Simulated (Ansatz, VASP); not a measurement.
# Sr: VASP beside Ansatz

```
CELL_PARAMETERS angstrom
-2.33571 2.33571 2.33571
2.33571 -2.33571 2.33571
2.33571 2.33571 -2.33571
ATOMIC_POSITIONS crystal
Sr 0.00000 0.00000 0.00000
```

Alike in both runs: task single point; functional RPBE; k mesh 10 × 10 × 10; occupations fermi-dirac, width 0.1 eV; no spin polarisation.

|  | VASP | Ansatz |
| --- | --- | --- |
| version | VASP 6.6.1 | Ansatz 0.2.0 |
| potentials or method | VASP PAW PBE potentials, release 64 (Sr_sv) | plane waves (420 eV) with PAW, scalar-relativistic |
| plane-wave cutoff (eV) | 520 | 420 |
| valence electrons in the cell | 10 | 10 |

Ansatz gave:

- pressure (GPa): 1.6

Q: Estimate VASP's values.

A: Pressure (GPa): 1.7.

Caveats: the PAW data sets were made with another functional, which shifts forces and pressure a little (VASP).
